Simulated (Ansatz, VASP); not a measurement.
**Pb: VASP beside Ansatz**

The input INCAR:

```
SYSTEM = Pb
PREC = Accurate ; ENCUT = 520
EDIFF = 1E-6 ; ISMEAR = -1
SIGMA = 0.05 ; LREAL = .False.
LASPH = .True. ; NELM = 100
ALGO = Normal ; ISIF = 2
LWAVE = .False. ; LCHARG = .False.
GGA = PE ; NBANDS = 13
```

KPOINTS

```
Automatic mesh
0
Gamma
  12 12 12
  0 0 0
```

The input POSCAR:

```
Pb
1.0
    2.4938624914      0.0000000000      0.0000000000
    0.0000000000      2.4938624914      0.0000000000
    0.0000000000      0.0000000000      2.4938624914
Pb
1
Direct
    0.0000000000      0.0000000000      0.0000000000
```

Input for Ansatz:

```yaml
crystal:
  lattice:
    - [2.4938624914, 0.0, 0.0]
    - [0.0, 2.4938624914, 0.0]
    - [0.0, 0.0, 2.4938624914]
  atoms:
    - { symbol: Pb, position: [0.0, 0.0, 0.0] }
kpoints:
  mp_grid: { grid: [12, 12, 12] }
scf:
  occupations: { method: fermi_dirac, width: 0.05 }
hamiltonian:
  xc: pbe
  pseudopotentials: { kind: all_electron, lapw: { basis_error: 0.001 } }
output:
  forces: true
  stress: true
  eigenvalues: true
  populations: true
```

Change from the starting cell: volume scaled by 0.45, LAPW.

Alike in both runs: task single point; functional PBE; k mesh 12 × 12 × 12; occupations fermi-dirac, width 0.05 eV; no spin polarisation.

|  | VASP | Ansatz |
| --- | --- | --- |
| version | VASP 6.6.1 | Ansatz 0.2.0 |
| potentials or method | VASP PAW PBE potentials, release 64 (Pb_d) | all-electron LAPW, scalar-relativistic |
| plane-wave cutoff (eV) | 520 | see its input |

|  | VASP | Ansatz | Ansatz less VASP |
| --- | --- | --- | --- |
| pressure (GPa) | 206.2 | 206.2 | -0.03 |

Ansatz ran all-electron here, so the differences hold the error of VASP's frozen core and of both bases.

Caveats: the cell as given lies far from equilibrium; so large a pressure means that the cell lies far from this level's equilibrium, or that cutoff or potentials fall short (VASP). The runs have no spin-orbit coupling, so splittings on Pb are missing.
